**Q:** The two highest rows of this density of states have their results hidden. Can we forecast them from the rows below, or is a band structure 5 eV above the Fermi level too irregular for that?

Kohn–Sham density of states of NiSi (4-atom Pmmn cell, a = 3.055, b = 3.258, c = 4.709 Å), computed with Ansatz 0.2.0: PBE, scalar-relativistic PAW, no spin polarisation, 420 eV plane-wave cutoff, 14×12×10 k mesh, 0.1 eV Gaussian smearing. The density of states uses tetrahedra on a 21×18×15 k mesh, averaged over 0.2 eV bins. Energies are relative to the Fermi level, and shell columns are Löwdin projections summed over sites.

| energy (eV) | density of states total (states/eV/cell) | DOS Ni 3d (states/eV/cell) | DOS Si 3p (states/eV/cell) | DOS Si 3s (states/eV/cell) | DOS Ni 4s (states/eV/cell) |
| --- | --- | --- | --- | --- | --- |
| -7.95 | 1.190 | 0.22 | 0.230 | 0.64 | 0.0900 |
| -7.55 | 0.850 | 0.19 | 0.160 | 0.44 | 0.0500 |
| -7.15 | 0.360 | 0.04 | 0.220 | 0.03 | 0.0600 |
| -6.75 | 0.590 | 0.09 | 0.340 | 0.06 | 0.0900 |
| -6.35 | 1.530 | 0.33 | 0.920 | 0.12 | 0.1400 |
| -5.95 | 1.980 | 0.55 | 1.040 | 0.18 | 0.1800 |
| -5.55 | 1.720 | 0.65 | 0.750 | 0.17 | 0.1200 |
| -5.15 | 1.790 | 0.79 | 0.730 | 0.14 | 0.1100 |
| -4.75 | 2.020 | 0.97 | 0.790 | 0.10 | 0.1100 |
| -4.35 | 1.930 | 1.09 | 0.600 | 0.10 | 0.0900 |
| -3.95 | 5.320 | 3.86 | 1.060 | 0.11 | 0.1600 |
| -3.55 | 8.580 | 6.88 | 1.270 | 0.12 | 0.0500 |
| -3.15 | 5.450 | 4.42 | 0.810 | 0.06 | 0.0500 |
| -2.75 | 7.120 | 6.17 | 0.660 | 0.05 | 0.0800 |
| -2.35 | 5.030 | 4.68 | 0.200 | 0.02 | 0.0300 |
| -1.95 | 9.580 | 8.97 | 0.330 | 0.08 | 0.0900 |
| -1.55 | 6.680 | 5.49 | 0.710 | 0.24 | 0.1000 |
| -1.15 | 1.720 | 1.07 | 0.460 | 0.09 | 0.0400 |
| -0.75 | 0.850 | 0.42 | 0.310 | 0.06 | 0.0200 |
| -0.35 | 0.660 | 0.31 | 0.240 | 0.06 | 0.0100 |
| 0.05 | 1.200 | 0.6 | 0.400 | 0.12 | 0.0200 |
| 0.45 | 1.910 | 0.87 | 0.660 | 0.23 | 0.0700 |
| 0.85 | 1.350 | 0.5 | 0.550 | 0.18 | 0.0500 |
| 1.25 | 1.350 | 0.43 | 0.560 | 0.19 | 0.0900 |
| 1.65 | 1.630 | 0.44 | 0.650 | 0.25 | 0.1600 |
| 2.05 | 1.980 | 0.45 | 0.870 | 0.24 | 0.2300 |
| 2.45 | 1.710 | 0.32 | 0.790 | 0.20 | 0.2000 |
| 2.85 | 1.670 | 0.26 | 0.770 | 0.21 | 0.2200 |
| 3.25 | 1.540 | 0.2 | 0.730 | 0.19 | 0.1900 |
| 3.65 | 1.480 | 0.17 | 0.700 | 0.16 | 0.2000 |
| 4.05 | 1.520 | 0.15 | 0.710 | 0.14 | 0.2100 |
| 4.45 | 1.470 | 0.13 | 0.680 | 0.12 | 0.2000 |
| 4.85 | 1.730 | 0.13 | 0.750 | 0.13 | 0.2300 |
| 5.25 | ? | ? | ? | ? | ? |
| 5.65 | ? | ? | ? | ? | ? |

**A:** What changes as you go up through the empty states?

**Q:** Between the Fermi level and about 2 eV the total goes up and down, with humps at 0.45 and 2.05 eV. From 2.45 eV on it is nearly level, while the Ni 3d part fades. Only the last known row breaks the pattern, with a jump to 1.73 states/eV/cell.

**A:** Then treat the two regions differently. Most of the Ni 3d weight lies between −3.95 and −1.55 eV, and its centre is at −2.47 eV. States close to that band mix strongly with it, and strong mixing pushes levels apart, which piles up states at some energies and thins them out at others. Far above the band the mixing is weak, and an electron there should behave much like a free one with a little d character added.

**Q:** How do I turn "much like a free one" into a number?

**A:** Count the electrons that aren't in the d band. The cell holds two Ni with ten valence electrons each and two Si with four, so 28 in all. Summing the Ni 3d column below the Fermi level gives about 18.9, which leaves 9.12 for a free-electron band. The sum is approximate, since the table lists only every second bin. The run's own projection puts 17.9 electrons in Ni 3d, which would leave about 10 for the free-electron band. That would raise the free-electron density at 5.25 eV by only about 2 %, so the rougher count will do.

Now put those electrons into the cell volume, 4 × 11.72 Å³. Free electrons of density n fill levels up to 3.81 eV Å² × (3π²n)^(2/3) above the bottom of their band. Here that is 12.25 eV, so the bottom lies that far below the Fermi level.

**Q:** And the density of states grows as the square root of the height above that bottom. At the Fermi level it is 3/2 times the number of electrons divided by the depth. So for the hidden row at 5.25 eV I get

1.5 × 9.12 / 12.25 × √(17.50 / 12.25) = 1.34 states/eV/cell.

**A:** Yes, and see how little the square root does. You start so far above the bottom that another electronvolt changes the density by only about 3 %. That is why a free-electron picture gives an almost level total here.

**Q:** What about the d character? Why should it fade in a regular way?

**A:** Take one free-electron state and one d state, coupled with strength V and separated in energy by Δ. If Δ is much larger than V, the free-electron state takes in the d state with amplitude V/Δ, hence with weight (V/Δ)². If V stays the same and the free-electron density is nearly level, the Ni 3d column should fall as the inverse square of the distance from the d centre. The strength has to come from the table: one constant, 7.03 in the units of the table, was fitted to the seven rows from 2.45 to 4.85 eV.

At 5.25 eV the distance is 5.25 + 2.47 = 7.72 eV, and the Ni 3d part becomes 7.03 / 7.72² = 0.118.

**Q:** May I simply add the two parts?

**A:** For a wide, even band that couples evenly to a sharp level, theory says that the level adds just its own projected weight to the density of states. Real bands are less even, so I allow one overall scale, fitted to the same seven rows. It comes out at 1.08, which means that the electron count and the fitted d part together give the height to within about a tenth. Your row then becomes 1.08 × (1.34 + 0.118), or about 1.57. The printed output below gives the fits in full.

**Q:** A plain average of those seven rows is 1.59. Why go to the trouble?

**A:** As a forecast, the average may do as well, and it describes the seven rows about equally well. So the level total is no evidence for the square root. What the model adds is a possible reason for the height: most of it follows from the volume of the cell, and the number of electrons in it matters less. It also tells you where to stop trusting it. At 0.85 eV, outside the fit, it gives 1.94 where the calculation has 1.35, probably because the mixing with the d band is no longer weak there.

**Q:** Something else puzzles me. At 4.85 eV the four listed shells don't add up to the total.

**A:** They describe the atoms' occupied valence orbitals, and a fast electron doesn't look like those. Around each nucleus, a wave of shorter wavelength contains more of the higher angular momenta, and it wiggles more than a valence orbital does. The part outside the listed shells grows from 12 % of the total at 2.45 eV to 28 % at 4.85 eV. I have no formula for this growth, so I extend it by a straight line through the same seven rows.

**Q:** Then let me write down the forecasts for 5.25 and 5.65 eV.

- The total stays nearly level, at 1.57 and 1.58, each ±0.25 states/eV/cell.
- Ni 3d keeps fading, to 0.12 and 0.11, each ±0.03 states/eV/cell.
- The share outside the listed shells keeps growing, to 0.29 and 0.32, each ±0.05.

Why so wide a bar on the total, if the fitted rows typically miss by 0.1?

**A:** Because of the jump at 4.85 eV. It may mark a new group of bands that persists, or a narrow peak. One row can't decide between them, so I leave the centre where the model puts it and let the bar cover a step of about that size. I make no separate forecast for Si 3p, Si 3s and Ni 4s.

The withheld rows as computed:

| energy (eV) | density of states total (states/eV/cell) | DOS Ni 3d (states/eV/cell) | DOS Si 3p (states/eV/cell) | DOS Si 3s (states/eV/cell) | DOS Ni 4s (states/eV/cell) |
| --- | --- | --- | --- | --- | --- |
| 5.25 | 1.550 | 0.1 | 0.630 | 0.10 | 0.1900 |
| 5.65 | 1.720 | 0.09 | 0.620 | 0.10 | 0.2500 |

**Q:** The total is 1.55 and then 1.72. Both are inside the bar, the first closely, the second about 0.15 above our value. Ni 3d is inside as well, with 0.10 and 0.09.

**A:** Inside, but our forecasts were too high both times, by nearly a fifth of the computed value. The known rows already fell faster than the inverse square: by a factor of 2.5 from 2.45 to 4.85 eV, where the law gives 2.2. Part of the reason may be that the d states are spread over several electronvolts, while the model puts them all at one energy. The spread adds most to the mixing of the nearest states, so the d part fades faster with distance. A coupling V that weakens with energy would act the same way, but the table gives weights, not couplings.

**Q:** The third forecast did worse. The share outside the listed shells is 0.34 and 0.38. The first lies at the very edge of the bar and the second is outside it.

**A:** That one failed, and the known rows had given a hint. The share grew by less than 0.01 in the first step above 2.45 eV and by 0.05 in the last, so the growth was already steepening. The shorter wavelength can explain only part of this growth. Close to a nucleus, the weight of angular momentum l in a wave grows as the 2l-th power of its wave number. In our free-electron picture the wave number rises by only about 8 % from 2.45 to 4.85 eV, so even an f-like part would grow by just 57 %, while the share more than doubled. Bands made largely of unlisted shells probably set in here. A straight line averages the slow start with the fast end and comes out too low.

**Q:** Is that also why the total at 5.65 eV came out above the forecast?

**A:** Compare what the listed shells hold there. The calculation has 1.72 × (1 − 0.384) = 1.06 states/eV/cell in them, and our two forecasts together imply 1.58 × (1 − 0.32) = 1.07. So at this energy the listed shells are as expected, and the extra density lies outside them. Of the jump at 4.85 eV, too, more than half lay there, and that part has lasted: the density outside the listed shells is 0.49 states/eV/cell at 4.85 eV and 0.53 at 5.25 eV, while the density inside them fell back. Ni 4p and Si 3d are likely homes for the extra states, but a projection on those shells would have to confirm that.

**Q:** If cobalt took the place of nickel in this cell, what would I change?

**A:** The distance, first of all. Cobalt has one electron fewer and a less deeply bound 3d shell, so its d centre should lie closer to the Fermi level. The same empty states would then be nearer to the d band and carry more d character, while the free-electron part would change little. Ordinary NiSi has a different structure and needs its own calculation: this four-atom cell is a form made under high pressure, though it is computed here at almost zero pressure.

**Q:** And could I look for these empty states in a spectrum?

**A:** With care. These are PBE Kohn–Sham energies, not the energies for adding an electron, so features may appear shifted. A spectrum also weights each state by its orbital character, so a nearly level density needn't give a level signal. The run allowed no spin polarisation, but with only about 1.1 states/eV/cell at the Fermi level, shared by two Ni atoms and their neighbours, a magnetic state seems unlikely.

Printed output of the fit:

```
Ni 3d weight in all known rows, states per cell (20 expected for two Ni): 20.74
Ni 3d weight below the Fermi level, electrons per cell: 18.88
Centre of the Ni 3d weight, eV from the Fermi level: -2.47
Electrons left for the free-electron band, per cell: 9.124
Free-electron band bottom below the Fermi level, eV: 12.25
fit of dos_Ni_3d on 7 rows (high): coefficient of mix 7.025 +/- 0.24; rms 0.0172, worst 2.45 -0.0298, leave-one-out rms 0.0217
  rows outside the fit (model, value, miss): -7.95 0, 0.22, -0.22; -7.55 0, 0.19, -0.19; -7.15 0, 0.04, -0.04; -6.75 0, 0.09, -0.09; -6.35 0, 0.33, -0.33; -5.95 0, 0.55, -0.55; -5.55 0, 0.65, -0.65; -5.15 0, 0.79, -0.79; -4.75 0, 0.97, -0.97; -4.35 0, 1.09, -1.09; -3.95 0, 3.86, -3.86; -3.55 0, 6.88, -6.88; -3.15 0, 4.42, -4.42; -2.75 0, 6.17, -6.17; -2.35 0, 4.68, -4.68; -1.95 0, 8.97, -8.97; -1.55 0, 5.49, -5.49; -1.15 0, 1.07, -1.07; -0.75 0, 0.42, -0.42; -0.35 0, 0.31, -0.31; 0.05 1.106, 0.6, 0.506; 0.45 0.8239, 0.87, -0.0461; 0.85 0.6374, 0.5, 0.137; 1.25 0.5077, 0.43, 0.0777; 1.65 0.4139, 0.44, -0.0261; 2.05 0.3439, 0.45, -0.106; 5.25 0.1179, 0.1, 0.0179; 5.65 0.1065, 0.09, 0.0165
fit of density_of_states_total on 7 rows (high): coefficient of model 1.081 +/- 0.026; rms 0.0925, worst 4.85 -0.161, leave-one-out rms 0.108
  rows outside the fit (model, value, miss): -7.95 0.7153, 1.19, -0.475; -7.55 0.7478, 0.85, -0.102; -7.15 0.779, 0.36, 0.419; -6.75 0.809, 0.59, 0.219; -6.35 0.8379, 1.53, -0.692; -5.95 0.8659, 1.98, -1.11; -5.55 0.893, 1.72, -0.827; -5.15 0.9193, 1.79, -0.871; -4.75 0.9448, 2.02, -1.08; -4.35 0.9697, 1.93, -0.96; -3.95 0.994, 5.32, -4.33; -3.55 1.018, 8.58, -7.56; -3.15 1.041, 5.45, -4.41; -2.75 1.063, 7.12, -6.06; -2.35 1.086, 5.03, -3.94; -1.95 1.107, 9.58, -8.47; -1.55 1.129, 6.68, -5.55; -1.15 1.15, 1.72, -0.57; -0.75 1.17, 0.85, 0.32; -0.35 1.19, 0.66, 0.53; 0.05 2.406, 1.2, 1.21; 0.45 2.12, 1.91, 0.21; 0.85 1.938, 1.35, 0.588; 1.25 1.816, 1.35, 0.466; 1.65 1.734, 1.63, 0.104; 2.05 1.676, 1.98, -0.304; 5.25 1.571, 1.55, 0.0208; 5.65 1.575, 1.72, -0.145
fit of share on 7 rows (high): constant -0.06637 +/- 0.024, coefficient of energy 0.06826 +/- 0.0064; rms 0.0114, worst 4.85 -0.0185, leave-one-out rms 0.0191
  rows outside the fit (model, value, miss): -7.95 -0.609, 0.008403, -0.617; -7.55 -0.5817, 0.01176, -0.594; -7.15 -0.5544, 0.02778, -0.582; -6.75 -0.5271, 0.01695, -0.544; -6.35 -0.4998, 0.01307, -0.513; -5.95 -0.4725, 0.01515, -0.488; -5.55 -0.4452, 0.01744, -0.463; -5.15 -0.4179, 0.01117, -0.429; -4.75 -0.3906, 0.02475, -0.415; -4.35 -0.3633, 0.02591, -0.389; -3.95 -0.336, 0.02444, -0.36; -3.55 -0.3087, 0.0303, -0.339; -3.15 -0.2814, 0.02018, -0.302; -2.75 -0.2541, 0.02247, -0.277; -2.35 -0.2268, 0.01988, -0.247; -1.95 -0.1995, 0.01148, -0.211; -1.55 -0.1722, 0.02096, -0.193; -1.15 -0.1449, 0.03488, -0.18; -0.75 -0.1176, 0.04706, -0.165; -0.35 -0.09026, 0.06061, -0.151; 0.05 -0.06296, 0.05, -0.113; 0.45 -0.03565, 0.04188, -0.0775; 0.85 -0.00835, 0.05185, -0.0602; 1.25 0.01895, 0.05926, -0.0403; 1.65 0.04626, 0.07975, -0.0335; 2.05 0.07356, 0.09596, -0.0224; 5.25 0.292, 0.3419, -0.0499; 5.65 0.3193, 0.3837, -0.0644
Free-electron part at the withheld energies before scaling, states/eV/cell: 5.25 1.336, 5.65 1.351
Rms miss of the unscaled model from 2.45 to 4.85 eV, states/eV/cell: 0.1503
Rival forecast, plain mean from 2.45 to 4.85 eV, states/eV/cell: 1.589
Rms scatter about that mean, states/eV/cell: 0.103
Rms step from one row to the next, the error of carrying the last value on, states/eV/cell: 0.1543
Unlisted share of the total from 2.45 to 4.85 eV: 2.45 0.117, 2.85 0.1257, 3.25 0.1494, 3.65 0.1689, 4.05 0.2039, 4.45 0.2313, 4.85 0.2832
Rise of the total from 4.45 to 4.85 eV, states/eV/cell: 0.26
Part of that rise in unlisted shells, states/eV/cell: 0.15
```
